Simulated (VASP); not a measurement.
# Al (Fm-3m) in VASP: settings compared, part 2 of 2

VASP 6.6.1. The steps go on from the part before.

**3. Density of states, LDA**

The input, run.py:

```python
from ase.calculators.vasp import Vasp
from ase.dft.dos import DOS
from ase.io import read

atoms = read('Al.cif', primitive_cell=True, subtrans_included=False)
calc = Vasp(
    directory='calc',
    xc='lda',
    pp='LDA',
    setups='materialsproject',
    prec='Accurate',
    encut=520,
    ediff=1e-06,
    ismear=1,
    sigma=0.2,
    lreal=False,
    lasph=True,
    nelm=100,
    algo='Fast',
    isif=2,
    lwave=False,
    lcharg=False,
    lorbit=10,
    kpts=[11, 11, 11],
    gamma=True,
    nbands=8,
)
atoms.calc = calc

print('energy (eV):', atoms.get_potential_energy())
print('free energy (eV):', atoms.get_potential_energy(force_consistent=True))
print('forces (eV/A):')
print(atoms.get_forces())
print('stress (eV/A^3, Voigt):', atoms.get_stress())
print('Fermi level (eV):', calc.get_fermi_level())
dos = DOS(calc, width=0.05, window=(-10, 10), npts=201)
print('E - E_F (eV), DOS (1/eV)')
for e, g in zip(dos.get_energies(), dos.get_dos()):
    print(f'{e:8.3f} {g:10.4f}')
```

The input, Al.cif:

```cif
data_Al
_cell_length_a 4.04961000
_cell_length_b 4.04961000
_cell_length_c 4.04961000
_cell_angle_alpha 90.00000000
_cell_angle_beta 90.00000000
_cell_angle_gamma 90.00000000
_space_group_name_H-M_alt 'Fm-3m'
_space_group_name_Hall '-F 4 2 3'
_space_group_IT_number 225
loop_
_space_group_symop_operation_xyz
'x,y,z'
'-x,-y,-z'
'-y,x,z'
'y,-x,-z'
'-x,-y,z'
'x,y,-z'
'y,-x,z'
'-y,x,-z'
'x,-y,-z'
'-x,y,z'
'-y,-x,-z'
'y,x,z'
'-x,y,-z'
'x,-y,z'
'y,x,-z'
'-y,-x,z'
'z,x,y'
'-z,-x,-y'
'z,-y,x'
'-z,y,-x'
'z,-x,-y'
'-z,x,y'
'z,y,-x'
'-z,-y,x'
'-z,x,-y'
'z,-x,y'
'-z,-y,-x'
'z,y,x'
'-z,-x,y'
'z,x,-y'
'-z,y,x'
'z,-y,-x'
'y,z,x'
'-y,-z,-x'
'x,z,-y'
'-x,-z,y'
'-y,z,-x'
'y,-z,x'
'-x,z,y'
'x,-z,-y'
'-y,-z,x'
'y,z,-x'
'-x,-z,-y'
'x,z,y'
'y,-z,-x'
'-y,z,x'
'x,-z,y'
'-x,z,-y'
'x,y+1/2,z+1/2'
'-x,-y+1/2,-z+1/2'
'-y,x+1/2,z+1/2'
[... 62 lines left out ...]
'-z+1/2,-x,-y+1/2'
'z+1/2,-y,x+1/2'
'-z+1/2,y,-x+1/2'
'z+1/2,-x,-y+1/2'
'-z+1/2,x,y+1/2'
'z+1/2,y,-x+1/2'
'-z+1/2,-y,x+1/2'
'-z+1/2,x,-y+1/2'
'z+1/2,-x,y+1/2'
'-z+1/2,-y,-x+1/2'
'z+1/2,y,x+1/2'
'-z+1/2,-x,y+1/2'
'z+1/2,x,-y+1/2'
'-z+1/2,y,x+1/2'
'z+1/2,-y,-x+1/2'
'y+1/2,z,x+1/2'
'-y+1/2,-z,-x+1/2'
'x+1/2,z,-y+1/2'
'-x+1/2,-z,y+1/2'
'-y+1/2,z,-x+1/2'
'y+1/2,-z,x+1/2'
'-x+1/2,z,y+1/2'
'x+1/2,-z,-y+1/2'
'-y+1/2,-z,x+1/2'
'y+1/2,z,-x+1/2'
'-x+1/2,-z,-y+1/2'
'x+1/2,z,y+1/2'
'y+1/2,-z,-x+1/2'
'-y+1/2,z,x+1/2'
'x+1/2,-z,y+1/2'
'-x+1/2,z,-y+1/2'
'x+1/2,y+1/2,z'
'-x+1/2,-y+1/2,-z'
'-y+1/2,x+1/2,z'
'y+1/2,-x+1/2,-z'
'-x+1/2,-y+1/2,z'
'x+1/2,y+1/2,-z'
'y+1/2,-x+1/2,z'
'-y+1/2,x+1/2,-z'
'x+1/2,-y+1/2,-z'
'-x+1/2,y+1/2,z'
'-y+1/2,-x+1/2,-z'
'y+1/2,x+1/2,z'
'-x+1/2,y+1/2,-z'
'x+1/2,-y+1/2,z'
'y+1/2,x+1/2,-z'
'-y+1/2,-x+1/2,z'
'z+1/2,x+1/2,y'
'-z+1/2,-x+1/2,-y'
'z+1/2,-y+1/2,x'
'-z+1/2,y+1/2,-x'
'z+1/2,-x+1/2,-y'
'-z+1/2,x+1/2,y'
'z+1/2,y+1/2,-x'
'-z+1/2,-y+1/2,x'
'-z+1/2,x+1/2,-y'
'z+1/2,-x+1/2,y'
'-z+1/2,-y+1/2,-x'
'z+1/2,y+1/2,x'
'-z+1/2,-x+1/2,y'
'z+1/2,x+1/2,-y'
'-z+1/2,y+1/2,x'
'z+1/2,-y+1/2,-x'
'y+1/2,z+1/2,x'
'-y+1/2,-z+1/2,-x'
'x+1/2,z+1/2,-y'
'-x+1/2,-z+1/2,y'
'-y+1/2,z+1/2,-x'
'y+1/2,-z+1/2,x'
'-x+1/2,z+1/2,y'
'x+1/2,-z+1/2,-y'
'-y+1/2,-z+1/2,x'
'y+1/2,z+1/2,-x'
'-x+1/2,-z+1/2,-y'
'x+1/2,z+1/2,y'
'y+1/2,-z+1/2,-x'
'-y+1/2,z+1/2,x'
'x+1/2,-z+1/2,y'
'-x+1/2,z+1/2,-y'
loop_
_atom_site_label
_atom_site_type_symbol
_atom_site_symmetry_multiplicity
_atom_site_Wyckoff_symbol
_atom_site_fract_x
_atom_site_fract_y
_atom_site_fract_z
_atom_site_occupancy
Al1 Al 4 a 0.0000000000 0.0000000000 0.0000000000 1
```

Potentials or basis: VASP PAW LDA potentials, release 64 (Al).

The run is started by

```console
python run.py
```

It took 8 s on 1 thread of AMD EPYC 9R45 (Zen 5), shared host; peak memory 0.09 GiB.

It converged, with:

```
Free energy                                           : -4.1910 eV
Pressure                                              : -3.6 GPa
Band gap on the k mesh                                : none (metal or under the smearing width)
Valence electrons inside the program's atomic spheres : Al 0.79
```

Levels at points of the mesh, in eV from the Fermi level:
```csv
k point,band 1,band 2,band 3,band 4,band 5
"(0.00, 0.00, 0.00)",-11.06,12.53,12.53,12.53,13.80
```

States per cell in windows of 1 eV (zero at the Fermi level; states under -8 eV left out):
```
from (eV)  total  Al1_p  Al1_s  Al1_d
     -8.0   0.23   0.02   0.05   0.00
     -7.0   0.25   0.02   0.05   0.00
     -6.0   0.27   0.03   0.04   0.00
     -5.0   0.27   0.03   0.04   0.00
     -4.0   0.44   0.06   0.05   0.00
     -3.0   0.34   0.05   0.03   0.00
     -2.0   0.40   0.06   0.04   0.00
     -1.0   0.34   0.05   0.04   0.00
      0.0   0.52   0.07   0.05   0.00
      1.0   0.37   0.06   0.03   0.00
      2.0   0.37   0.05   0.04   0.00
      3.0   0.54   0.09   0.05   0.00
      4.0   0.58   0.11   0.05   0.00
      5.0   0.55   0.11   0.04   0.00
      6.0   0.55   0.13   0.02   0.00
      7.0   0.54   0.11   0.03   0.00
```

**4. Density of states, optB88-vdW (cell strained at random at fixed volume)**

The input, POSCAR:

```
Al
2.8263
    0.016945830237      0.696720801047      0.717140077133
    0.722943778084     -0.002955807947      0.737041715317
    0.721997664791      0.715675972119     -0.002009340834
Al
1
Direct
    0.0059780000     -0.0131190000      0.0211680000
```

The input, INCAR.step1:

```
PREC     = Accurate       # precision mode
ENCUT    = 520            # plane-wave cutoff, eV
EDIFF    = 1E-7           # SCF threshold, eV
ISMEAR   = -1             # smearing method
SIGMA    = 0.05           # smearing width, eV
LREAL    = False          # projectors in reciprocal space
LASPH    = True           # aspherical terms in the spheres
NELM     = 80             # most SCF steps
ALGO     = Normal         # electronic algorithm
ISIF     = 2              # what is computed and relaxed
LWAVE    = False          # write WAVECAR
LCHARG   = True           # write CHGCAR
GGA      = BO             # functional
LUSE_VDW = True         
AGGAC    = 0.0          
PARAM1   = 0.1833333333 
PARAM2   = 0.22
```

The input, KPOINTS.step1:

```
regular mesh
0
Gamma
  11 11 11
```

The input, INCAR.step2:

```
PREC     = Accurate       # precision mode
ENCUT    = 520            # plane-wave cutoff, eV
EDIFF    = 1E-7           # SCF threshold, eV
ISMEAR   = -5             # smearing method
SIGMA    = 0.05           # smearing width, eV
LREAL    = False          # projectors in reciprocal space
LASPH    = True           # aspherical terms in the spheres
NELM     = 80             # most SCF steps
ALGO     = Normal         # electronic algorithm
ISIF     = 2              # what is computed and relaxed
LWAVE    = False          # write WAVECAR
LCHARG   = False          # write CHGCAR
GGA      = BO             # functional
LUSE_VDW = True         
AGGAC    = 0.0          
PARAM1   = 0.1833333333 
PARAM2   = 0.22         
LORBIT   = 11             # projections on sites
NEDOS    = 2001           # points of the DOS
ICHARG   = 11             # starting density
```

The input, KPOINTS.step2:

```
regular mesh
0
Gamma
  17 17 17
```

Potentials or basis: VASP PAW PBE potentials, release 64 (Al).

The run is started by

```console
cat potpaw_PBE.64/Al/POTCAR > POTCAR
cp INCAR.step1 INCAR
cp KPOINTS.step1 KPOINTS
mpirun -np 1 vasp_std > vasp.out
cp INCAR.step2 INCAR
cp KPOINTS.step2 KPOINTS
mpirun -np 1 vasp_std > vasp.out
```

OUTCAR:

```text
PREC = Accurate
   ENCUT = 520
   EDIFF = 1E-7
   ISMEAR = -5
   LREAL = False
   LASPH = True
   NELM = 80
   ISIF = 2
   GGA = BO
   LORBIT = 11
   ICHARG = 11

 ion  position               nearest neighbor table
   1  0.006  0.987  0.021-

  Warning from LATTYP: Got some problem with cell dimensions!
  Tried to take original basis but could not verify dimensions!
  LATTYP: Found a triclinic cell.
 ALAT       =     2.9134601973
 B/A-ratio  =     1.4128936757
 C/A-ratio  =     0.9861875766
[... 555 lines left out ...]
  Direction    XX          YY          ZZ          XY          YZ          ZX
  --------------------------------------------------------------------------------------
  -------------------------------------------------------------------------------------
  Total        0.0256790      0.0986904     -0.0851928     -0.0641793      0.0865463     -0.0711711
  in kB        2.4780423      9.5236980     -8.2211764     -6.1933501      8.3517885     -6.8680656
  external PRESSURE =       1.2601880 kB  Pullay stress =       0.0000000 kB

 VOLUME and BASIS-vectors are now :
 -----------------------------------------------------------------------------
  energy-cutoff  :      520.00
  volume of cell :       16.60
      direct lattice vectors                 reciprocal lattice vectors
     0.047894000  1.969142000  2.026853000    -0.253781751  0.256725233  0.249957044
     2.043256000 -0.008354000  2.083101000     0.247605453 -0.249129479  0.236185113
     2.040582000  2.022715000 -0.005679000     0.248082800  0.243430406 -0.242361293

 POSITION                                       TOTAL-FORCE (eV/Angst)
 -----------------------------------------------------------------------------------
      2.05993      0.04634      2.06777         0.000000     -0.000000     -0.000000
 -----------------------------------------------------------------------------------
    total drift:                                0.000000     -0.000001     -0.000000

  FREE ENERGIE OF THE ION-ELECTRON SYSTEM (eV)
  ---------------------------------------------------
  free  energy   TOTEN  =        -2.2507744962 eV

  energy  without entropy=       -2.2507744962  energy(sigma->0) =       -2.25077450

Total vdW correction in eV:      0.5282275

 total charge

# of ion       s       p       d       tot
------------------------------------------
    1        0.431   0.342   0.000   0.773
```

Wall time 1.7 min (1 thread of AMD EPYC 9R45 (Zen 5), shared host); peak memory 0.41 GiB.

What came out:

```
Valence electrons inside the program's atomic spheres : Al 0.77
```

Levels at points of the mesh, in eV from the Fermi level:
```
           k point  band 1  band 2  band 3  band 4  band 5
(0.00, 0.00, 0.00)  -11.10   11.98   12.26   13.36   13.38
```

States per cell in windows of 1 eV (zero at the Fermi level; states under -8 eV left out):
| from (eV) | total | Al1_p | Al1_s | Al1_d |
| --- | --- | --- | --- | --- |
| -8.0 | 0.23 | 0.02 | 0.05 | 0.00 |
| -7.0 | 0.26 | 0.02 | 0.05 | 0.00 |
| -6.0 | 0.29 | 0.03 | 0.05 | 0.00 |
| -5.0 | 0.31 | 0.04 | 0.04 | 0.00 |
| -4.0 | 0.35 | 0.05 | 0.04 | 0.00 |
| -3.0 | 0.38 | 0.06 | 0.04 | 0.00 |
| -2.0 | 0.35 | 0.05 | 0.03 | 0.00 |
| -1.0 | 0.40 | 0.06 | 0.04 | 0.00 |
| 0.0 | 0.42 | 0.06 | 0.04 | 0.00 |
| 1.0 | 0.44 | 0.06 | 0.04 | 0.00 |
| 2.0 | 0.46 | 0.07 | 0.05 | 0.00 |
| 3.0 | 0.49 | 0.08 | 0.05 | 0.00 |
| 4.0 | 0.53 | 0.10 | 0.04 | 0.00 |
| 5.0 | 0.58 | 0.12 | 0.04 | 0.00 |
| 6.0 | 0.55 | 0.12 | 0.03 | 0.00 |
| 7.0 | 0.51 | 0.11 | 0.02 | 0.00 |

Caveat: the PAW data sets were made with another functional, which shifts forces and pressure a little; tetrahedron occupations give inexact forces and stress in metals.

**5. Density of states, r2SCAN (cell strained at random at fixed volume)**

The input, run.py:

```python
from ase import Atoms
from ase.calculators.vasp import Vasp
from ase.dft.dos import DOS

atoms = Atoms(
    ['Al'],
    cell=[[0.045279, 2.081314, 2.052654], [2.031077, 0.06844, 2.029493], [2.04774, 2.074816, 0.051777]],
    scaled_positions=[[0.0, 0.0, 0.0]],
    pbc=True,
)
calc = Vasp(
    directory='calc',
    xc='r2scan',
    pp='PBE',
    setups='gw',
    prec='Accurate',
    encut=550,
    ediff=1e-06,
    ismear=-1,
    sigma=0.05,
    lreal=False,
    lasph=True,
    nelm=100,
    algo='Fast',
    isif=2,
    lwave=False,
    lcharg=False,
    lmixtau=True,
    lorbit=11,
    kpts=[7, 7, 7],
    gamma=True,
    nbands=8,
)
atoms.calc = calc

print('energy (eV):', atoms.get_potential_energy())
print('free energy (eV):', atoms.get_potential_energy(force_consistent=True))
print('forces (eV/A):')
print(atoms.get_forces())
print('stress (eV/A^3, Voigt):', atoms.get_stress())
print('Fermi level (eV):', calc.get_fermi_level())
dos = DOS(calc, width=0.2, window=(-10, 10), npts=201)
print('E - E_F (eV), DOS (1/eV)')
for e, g in zip(dos.get_energies(), dos.get_dos()):
    print(f'{e:8.3f} {g:10.4f}')
```

Potentials or basis: VASP PAW PBE potentials, release 64 (Al_GW).

The run is started by

```console
python run.py
```

The program printed:

```text
energy (eV): -6.75222009
free energy (eV): -6.75310712
forces (eV/A):
[[-0.  0.  0.]]
stress (eV/A^3, Voigt): [0.01905982 0.03391605 0.01749121 0.02263669 0.00684203 0.0181135 ]
Fermi level (eV): 6.76150333
E - E_F (eV), DOS (1/eV)
 -10.000     0.0991
  -9.900     0.2122
  -9.800     0.3655
  -9.700     0.4315
  -9.600     0.3593
  -9.500     0.2265
[... 193 lines left out ...]
   9.900     0.2814
  10.000     0.3483
```

It took 2.4 min on 1 thread of AMD EPYC 9R45 (Zen 5), shared host; peak memory 0.13 GiB.

The run converged, but some of its settings lie outside the range that counts as converged (typed here: k = 7 × 7 × 7; ALGO = Fast), so its numbers aren't taken as properties of the crystal.

Results:

```yaml
Free_energy: -6.7531 eV
Pressure: -3.8 GPa
Band_gap_on_the_k_mesh: none (metal or under the smearing width)
Valence_electrons_inside_the_program's_atomic_spheres: Al 0.98
```

Caveat: the k mesh is coarse (spacing up to 0.39 Å⁻¹), so the values aren't converged; the PAW data sets were made with another functional, which shifts forces and pressure a little.

**6. The reference run**

An earlier run on the cell as given: functional PBE; potentials or basis VASP PAW PBE potentials, release 64 (Al); cutoff 520 eV; k mesh 11 × 11 × 11; occupations fermi-dirac, width 0.05 eV; no spin polarisation.

* Pressure: -0.5 GPa
* Band gap on the k mesh: none (metal or under the smearing width)

**7. Summary**

```csv
task,level,potentials or basis,cell,smearing,k mesh for the DOS,gap on the mesh (eV),pressure (GPa)
density of states,LDA,"VASP PAW LDA potentials, release 64 (Al)",as given,methfessel-paxton 0.2 eV,-,none,-3.6
density of states,optB88-vdW,"VASP PAW PBE potentials, release 64 (Al)",cell strained at random at fixed volume,fermi-dirac 0.05 eV,17 × 17 × 17,-,-
single point,PBE,"VASP PAW PBE potentials, release 64 (Al)",as given,fermi-dirac 0.05 eV,-,none,-0.5
```

Alike in all rows: no spin polarisation; k mesh 11 × 11 × 11; cutoff (eV) 520.

Caveats: the PAW data sets were made with another functional, which shifts forces and pressure a little (some runs); tetrahedron occupations give inexact forces and stress in metals (some runs).

Total energies depend on the potentials used, so only differences within one code and one set of settings carry meaning.
